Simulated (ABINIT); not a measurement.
# CdS (Greenockite) (P6_3mc) in ABINIT: settings compared

The runs below take CdS (Greenockite) through single point, with PBEsol, LDA.

Everything below comes from runs of ABINIT 10.8.3 (patched build). Logs are shortened: lines on timing, memory, paths and dates and some standing lists are left out, and cuts for length are marked. The log counts tension as positive stress, the text compression.

**Measured values to compare with.**

From “Isotope dependence of band-gap energy”, 2008, arxiv:0807.2152, for a bulk crystal of CdS: band gap 2.5809 ± 0.0002 eV.

How close the calculation comes is told below.

### Step 1. Starting point

Symmetry: P6_3mc, No. 186, hexagonal system. The conventional cell has a = 4.150 Å, b = 4.150 Å, c = 6.737 Å, α = 90.00°, β = 90.00°, γ = 120.00°. Cd (site symmetry 3m) has 4 S at 2.53 to 2.54 Å as nearest neighbours. Around S (site symmetry 3m) lie 4 Cd at 2.53 to 2.54 Å.

### Step 2. Single point, PBEsol

run.abi reads:

```
# Pseudopotentials
pp_dirpath "./"
pseudos "Cd.GGA_PBE-JTH.xml, S.GGA_PBE-JTH.xml"

# Structure
acell 4.15 4.15 6.737 Angstrom
rprim
     1.0000000000     0.0000000000     0.0000000000
    -0.5000000000     0.8660254038     0.0000000000
     0.0000000000     0.0000000000     1.0000000000
ntypat 2
znucl 48 16
natom 4
typat 1 1 2 2
xcart
     2.0750000002     1.1980018084     3.3685000000
    -0.0000000002     2.3960036173     0.0000000000
     2.0750000002     1.1980018084     5.8948750000
    -0.0000000002     2.3960036173     2.5263750000 Angstrom

# Plane-wave basis
ecut 20.0
pawecutdg 40.0

# k points
kptopt 1
ngkpt 9 9 5
nshiftk 1
shiftk 0.0 0.0 0.0

# Exchange and correlation
ixc -116133

# Bands and occupations
nband 22
occopt 3
tsmear 0.05 eV

# SCF cycle
nstep 100
tolvrs 1.0e-9

# Output
iomode 3
prtwf 0
prtden 0
prteig 0
prtebands 0
enunit 2
```

Potentials or basis: JTH PAW PBE v2.0.

Command:

```
$ abinit run.abi > log 2>&1
```

run.abo:

```text
.Version 10.8.3 of ABINIT
 Symmetries : space group P6_3 m c (#186); Bravais hP (primitive hexag.)
================================================================================
 Values of the parameters that define the memory need of the present run
     intxc =       0    ionmov =       0      iscf =      17    lmnmax =      18
     lnmax =       6     mgfft =      54  mpssoang =       3    mqgrid =    3625
     natom =       4  nloc_mem =       2    nspden =       1   nspinor =       1
    nsppol =       1      nsym =      12    n1xccc =       1    ntypat =       2
    occopt =       3   xclevel =       2
       mpw =        2919          nfft =       55296          nkpt =          36
 PAW method is used; the additional fine FFT grid is defined by:
   mgfftf=        75    nfftf =    172800
================================================================================
================================================================================

--------------------------------------------------------------------------------
------------- Echo of variables that govern the present computation ------------
--------------------------------------------------------------------------------
 -outvars: echo values of preprocessed input variables --------
            acell      7.8423634225E+00  7.8423634225E+00  1.2731084910E+01 Bohr
              amu      1.12411000E+02  3.20660000E+01
             ecut      2.00000000E+01 Hartree
           enunit           2
              ixc     -116133
         kptrlatt        9    0    0      0    9    0      0    0    5
          kptrlen      6.36554246E+01
            natom           4
            nband          22
            ngfft          32      32      54
          ngfftdg          48      48      75
             nkpt          36
            nstep         100
             nsym          12
           ntypat           2
           occopt           3
        pawecutdg      4.00000000E+01 Hartree
         pawxcdev           0
           prtden           0
        prtebands           0
           prteig           0
            prtwf           0
            rprim      1.0000000000E+00  0.0000000000E+00  0.0000000000E+00
                      -5.0000000000E-01  8.6602540380E-01  0.0000000000E+00
                       0.0000000000E+00  0.0000000000E+00  1.0000000000E+00
          spgroup         186
           tolvrs      1.00000000E-09
           tsmear      1.83746611E-03 Hartree
            typat      1  1  2  2
           useylm           1
           xangst      2.0750000000E+00  1.1980018086E+00  3.3685000000E+00
                       4.0571919062E-16  2.3960036171E+00  0.0000000000E+00
                       2.0750000000E+00  1.1980018086E+00  5.8948750000E+00
                       4.0571919062E-16  2.3960036171E+00  2.5263750000E+00
            xcart      3.9211817113E+00  2.2638953165E+00  6.3655424551E+00
                       7.6669815429E-16  4.5277906331E+00  0.0000000000E+00
                       3.9211817113E+00  2.2638953165E+00  1.1139699296E+01
                       7.6669815429E-16  4.5277906331E+00  4.7741568413E+00
             xred      6.6666666666E-01  3.3333333332E-01  5.0000000000E-01
                       3.3333333333E-01  6.6666666666E-01  0.0000000000E+00
                       6.6666666666E-01  3.3333333332E-01  8.7500000000E-01
                       3.3333333333E-01  6.6666666666E-01  3.7500000000E-01
            znucl       48.00000   16.00000

================================================================================

 chkinp: Checking input parameters for consistency.

================================================================================
== DATASET  1 ==================================================================

--- !DatasetInfo
iteration_state: {dtset: 1, }
dimensions: {natom: 4, nkpt: 36, mband: 22, nsppol: 1, nspinor: 1, nspden: 1, mpw: 2919, }
cutoff_energies: {ecut:  20.0, pawecutdg:  40.0, }
electrons: {nelect:   3.60000000E+01, charge:   0.00000000E+00, occopt:   3.00000000E+00, tsmear:   1.83746611E-03, }
meta: {optdriver: 0, ionmov: 0, optcell: 0, iscf: 17, paral_kgb: 0, }
...

 Real(R)+Recip(G) space primitive vectors, cartesian coordinates (Bohr,Bohr^-1):
 R(1)=  7.8423634  0.0000000  0.0000000  G(1)=  0.1275126  0.0736194  0.0000000
 R(2)= -3.9211817  6.7916859  0.0000000  G(2)=  0.0000000  0.1472388  0.0000000
 R(3)=  0.0000000  0.0000000 12.7310849  G(3)=  0.0000000  0.0000000  0.0785479
 Unit cell volume ucvol=  6.7809411E+02 bohr^3
 Angles (23,13,12)=  9.00000000E+01  9.00000000E+01  1.20000000E+02 degrees

 Coarse grid specifications (used for wave-functions):

[... 109 lines left out ...]
 Integrated electronic density in atomic spheres:
 ------------------------------------------------
 Atom  Sphere_radius  Integrated_density
    1        2.50234         10.46631872
    2        2.50234         10.46415161
    3        1.90380          3.55152439
    4        1.90380          3.55255274

================================================================================

 ----iterations are completed or convergence reached----

 Mean square residual over all n,k,spin=   44.036E-10; max=  96.179E-08
 reduced coordinates (array xred) for    4 atoms
       0.666666666662      0.333333333324      0.500000000000
       0.333333333328      0.666666666657      0.000000000000
       0.666666666662      0.333333333324      0.875000000000
       0.333333333328      0.666666666657      0.375000000000
 rms dE/dt=  9.5047E-03; max dE/dt=  1.6305E-02; dE/dt below (all hartree)
    1       0.000000000000      0.000000000000      0.016304583658
    2       0.000000000000      0.000000000000      0.016304583658
    3       0.000000000000      0.000000000000     -0.016619155213
    4      -0.000000000000      0.000000000000     -0.016619155213

 cartesian coordinates (angstrom) at end:
    1      2.07500000000000     1.19800180855500     3.36850000000000
    2      0.00000000000000     2.39600361714500     0.00000000000000
    3      2.07500000000000     1.19800180855500     5.89487500000000
    4      0.00000000000000     2.39600361714500     2.52637500000000

 cartesian forces (hartree/bohr) at end:
    1     -0.00000000000000    -0.00000000000000    -0.00129304529436
    2     -0.00000000000000    -0.00000000000000    -0.00129304529436
    3     -0.00000000000000    -0.00000000000000     0.00129304529436
    4      0.00000000000000     0.00000000000000     0.00129304529436
 frms,max,avg= 7.4654005E-04 1.2930453E-03   0.000E+00  0.000E+00  1.235E-05 h/b

 cartesian forces (eV/Angstrom) at end:
    1     -0.00000000000000    -0.00000000000000    -0.06649106242153
    2     -0.00000000000000    -0.00000000000000    -0.06649106242153
    3     -0.00000000000000    -0.00000000000000     0.06649106242153
    4      0.00000000000000     0.00000000000000     0.06649106242153
 frms,max,avg= 3.8388633E-02 6.6491062E-02   0.000E+00  0.000E+00  6.353E-04 e/A
 length scales=  7.842363422517  7.842363422517 12.731084910241 bohr
              =  4.150000000000  4.150000000000  6.737000000000 angstroms
 Fermi (or HOMO) energy (hartree) =   0.14374   Average Vxc (hartree)=  -0.33425
 Eigenvalues (hartree) for nkpt=  36  k points:
 kpt#   1, nband= 22, wtk=  0.00247, kpt=  0.0000  0.0000  0.0000 (reduced coord)
  -0.32960   -0.31329   -0.15879   -0.15796   -0.15796   -0.15479   -0.15479   -0.14312
  -0.14312   -0.13975   -0.13975   -0.12745   -0.03913    0.09477    0.09477    0.12154
   0.12319    0.12319    0.16127    0.22051    0.35631    0.35631
      occupation numbers for kpt#   1
   2.00000    2.00000    2.00000    2.00000    2.00000    2.00000    2.00000    2.00000
   2.00000    2.00000    2.00000    2.00000    2.00000    2.00000    2.00000    1.99999
   1.99997    1.99997    0.00014    0.00000    0.00000    0.00000
 prteigrs : prtvol=0 or 1, do not print more k-points.

 Fermi (or HOMO) energy (eV) =   3.91137   Average Vxc (eV)=  -9.09539
 Eigenvalues (   eV  ) for nkpt=  36  k points:
 kpt#   1, nband= 22, wtk=  0.00247, kpt=  0.0000  0.0000  0.0000 (reduced coord)
  -8.96899   -8.52509   -4.32093   -4.29828   -4.29828   -4.21213   -4.21213   -3.89451
  -3.89451   -3.80292   -3.80292   -3.46816   -1.06485    2.57872    2.57872    3.30719
   3.35219    3.35219    4.38825    6.00030    9.69559    9.69560
 prteigrs : prtvol=0 or 1, do not print more k-points.

--- !EnergyTerms
iteration_state     : {dtset: 1, }
comment             : Components of total free energy in Hartree
kinetic             :  3.44799804158603E+01
hartree             :  2.87672398011403E+01
xc                  : -1.36494318637537E+01
Ewald energy        : -8.48816927458047E+01
psp_core            :  3.08652000500173E+00
local_psp           : -8.96102654334532E+01
PAW spherical_terms :  5.99207953825208E+00
internal            : -1.15815570282757E+02
'-kT*entropy'       : -1.56916917460054E-08
total_energy        : -1.15815570298449E+02
total_energy_eV     : -3.15150221668966E+03
...

--- !EnergyTermsDC
iteration_state     : {dtset: 1, }
comment             : '"Double-counting" decomposition of free energy'
band_energy         : -3.58386858071594E+00
Ewald energy        : -8.48816927458047E+01
psp_core            :  3.08652000500173E+00
xc_dc               : -2.71208537500085E+01
PAW spherical_terms : -3.31566900442628E+00
internal            : -1.15815564075954E+02
'-kT*entropy'       : -1.56916917460054E-08
total_energy_dc     : -1.15815564091645E+02
total_energy_dc_eV  : -3.15150204779393E+03
...

--- !EnergyTermsWithPAWCore
iteration_state     : {dtset: 1, }
comment             : 'Components of total free energy, including PAW core contributions'
Total energy        : -1.19814240941950E+04
Total energy DC     : -1.19814240879882E+04
Total energy (eV)   : -3.26031158804044E+05
Total energy DC (eV): -3.26031158635148E+05
...

 Cartesian components of stress tensor (hartree/bohr^3)
  sigma(1 1)=  3.90683123E-05  sigma(3 2)=  0.00000000E+00
  sigma(2 2)=  3.90683121E-05  sigma(3 1)=  0.00000000E+00
  sigma(3 3)=  1.94976035E-05  sigma(2 1)=  0.00000000E+00

-Cartesian components of stress tensor (GPa)         [Pressure= -9.5750E-01 GPa]
- sigma(1 1)=  1.14942943E+00  sigma(3 2)=  0.00000000E+00
- sigma(2 2)=  1.14942943E+00  sigma(3 1)=  0.00000000E+00
- sigma(3 3)=  5.73639301E-01  sigma(2 1)=  0.00000000E+00

== END DATASET(S) ==============================================================
================================================================================

 -outvars: echo values of variables after computation  --------
            acell      7.8423634225E+00  7.8423634225E+00  1.2731084910E+01 Bohr
           etotal     -1.1581556409E+02
            fcart     -0.0000000000E+00 -0.0000000000E+00 -1.2930452944E-03
                      -0.0000000000E+00 -0.0000000000E+00 -1.2930452944E-03
                      -2.7467691338E-28 -1.5858478988E-28  1.2930452944E-03
                       2.7467691338E-28  1.5858478988E-28  1.2930452944E-03
            rprim      1.0000000000E+00  0.0000000000E+00  0.0000000000E+00
                      -5.0000000000E-01  8.6602540380E-01  0.0000000000E+00
                       0.0000000000E+00  0.0000000000E+00  1.0000000000E+00
           strten      3.9068312290E-05  3.9068312125E-05  1.9497603532E-05
                       0.0000000000E+00  0.0000000000E+00  0.0000000000E+00
           xangst      2.0750000000E+00  1.1980018086E+00  3.3685000000E+00
                       4.0571919062E-16  2.3960036171E+00  0.0000000000E+00
                       2.0750000000E+00  1.1980018086E+00  5.8948750000E+00
                       4.0571919062E-16  2.3960036171E+00  2.5263750000E+00
             xred      6.6666666666E-01  3.3333333332E-01  5.0000000000E-01
                       3.3333333333E-01  6.6666666666E-01  0.0000000000E+00
                       6.6666666666E-01  3.3333333332E-01  8.7500000000E-01
                       3.3333333333E-01  6.6666666666E-01  3.7500000000E-01
 Calculation completed.
```

Wall time 3.6 min (1 thread of Arm Neoverse V2, shared host); peak memory 0.2 GiB.

Results:

```yaml
Free_energy: -3151.5020 eV
Largest_force: 0.066 eV/Å
Band_gap_on_the_k_mesh: 1.04 eV, direct
Valence_electrons_inside_the_program's_atomic_spheres: Cd 10.47, 10.46; S 3.55
```

Forces on the atoms (eV/Å):
```
Cd   0.000  0.000 -0.066
Cd   0.000  0.000 -0.066
S    0.000  0.000  0.066
S    0.000  0.000  0.066
```

Caveat: the cutoff is too short for stress, so the log's stress isn't used; the PAW data sets were made with another functional, which shifts forces and pressure a little.

### Step 3. Single point, LDA

run.abi reads:

```
# Pseudopotentials
pp_dirpath "./"
pseudos "Cd.LDA_PW-JTH.xml, S.LDA_PW-JTH.xml"

# Structure
acell 3*1.0
rprim
     7.8423634172     0.0000000000     0.0000000000
    -3.9211817086     6.7916859450     0.0000000000
     0.0000000000     0.0000000000    12.7310849016
ntypat 2
znucl 48 16
natom 4
typat 1 1 2 2
xred
     0.6666666667     0.3333333333     0.5000000000
     0.3333333333     0.6666666667     0.0000000000
     0.6666666667     0.3333333333     0.8750000000
     0.3333333333     0.6666666667     0.3750000000

# Plane-wave basis
ecut 20.0
pawecutdg 40.0

# k points
kptopt 1
ngkpt 9 9 5
nshiftk 1
shiftk 0.0 0.0 0.0

# Exchange and correlation
ixc 7

# Bands and occupations
nband 22
occopt 3
tsmear 0.05 eV

# SCF cycle
nstep 100
tolvrs 1.0e-9

# Output
iomode 3
prtwf 0
prtden 0
prteig 0
prtebands 0
```

Potentials or basis: JTH PAW LDA v2.0.

Command:

```
$ abinit run.abi > log 2>&1
```

run.abo:

```text
.Version 10.8.3 of ABINIT
 Symmetries : space group P6_3 m c (#186); Bravais hP (primitive hexag.)
================================================================================
 Values of the parameters that define the memory need of the present run
     intxc =       0    ionmov =       0      iscf =      17    lmnmax =      18
     lnmax =       6     mgfft =      54  mpssoang =       3    mqgrid =    3625
     natom =       4  nloc_mem =       2    nspden =       1   nspinor =       1
    nsppol =       1      nsym =      12    n1xccc =       1    ntypat =       2
    occopt =       3   xclevel =       1
       mpw =        2919          nfft =       55296          nkpt =          36
 PAW method is used; the additional fine FFT grid is defined by:
   mgfftf=        75    nfftf =    172800
================================================================================
================================================================================

--------------------------------------------------------------------------------
------------- Echo of variables that govern the present computation ------------
[... 274 lines left out ...]

 -outvars: echo values of variables after computation  --------
            acell      1.0000000000E+00  1.0000000000E+00  1.0000000000E+00 Bohr
           etotal     -1.1618296335E+02
            fcart     -3.4334614196E-29 -1.9823098749E-29 -1.2128474395E-03
                       3.4334614196E-29  1.9823098749E-29 -1.2128474395E-03
                      -0.0000000000E+00 -0.0000000000E+00  1.2128474395E-03
                      -0.0000000000E+00 -0.0000000000E+00  1.2128474395E-03
            rprim      7.8423634172E+00  0.0000000000E+00  0.0000000000E+00
                      -3.9211817086E+00  6.7916859450E+00  0.0000000000E+00
                       0.0000000000E+00  0.0000000000E+00  1.2731084902E+01
           strten      1.1369653638E-04  1.1369653639E-04  9.3939726952E-05
                       0.0000000000E+00  0.0000000000E+00  0.0000000000E+00
           xangst      2.0749999986E+00  1.1980018078E+00  3.3684999977E+00
                      -8.6051649513E-17  2.3960036155E+00  0.0000000000E+00
                       2.0749999986E+00  1.1980018078E+00  5.8948749960E+00
                      -8.6051649513E-17  2.3960036155E+00  2.5263749983E+00
             xred      6.6666666667E-01  3.3333333333E-01  5.0000000000E-01
                       3.3333333333E-01  6.6666666667E-01  0.0000000000E+00
                       6.6666666667E-01  3.3333333333E-01  8.7500000000E-01
                       3.3333333333E-01  6.6666666667E-01  3.7500000000E-01
 Calculation completed.
```

Wall time 1.8 min (1 thread of Arm Neoverse V2, shared host); peak memory 0.17 GiB.

Results:

```
Free energy                                           : -3161.4995 eV
Largest force                                         : 0.062 eV/Å
Band gap on the k mesh                                : 0.89 eV, direct
Valence electrons inside the program's atomic spheres : Cd 10.48; S 3.55
```

Forces on the atoms (eV/Å):
```
Cd   0.000  0.000 -0.062
Cd   0.000  0.000 -0.062
S    0.000  0.000  0.062
S    0.000  0.000  0.062
```

Caveat: the cutoff is too short for stress, so the log's stress isn't used.

### Step 4. How close it comes

Step 2. Measured gap of CdS: 2.5809 eV (quoted in “Isotope dependence of band-gap energy”, 2008, arxiv:0807.2152). This calculation gives 1.04 eV (-1.54 eV). So large a miss can be the level of theory's own, or it may mean another phase, state or a wrong row. Spin-orbit coupling on Cd is left out. The value is that of PBEsol, without temperature or zero-point motion. Semilocal functionals fall short of measured gaps as a rule.

Step 3. A measured gap of CdS is 2.5809 eV (quoted in “Isotope dependence of band-gap energy”, 2008, arxiv:0807.2152); the calculated 0.89 eV misses it by -1.69 eV. So large a miss can be the level of theory's own, or it may mean another phase, state or a wrong row. Spin-orbit coupling on Cd is left out. The value is that of LDA, without temperature or zero-point motion. Semilocal functionals fall short of measured gaps as a rule.
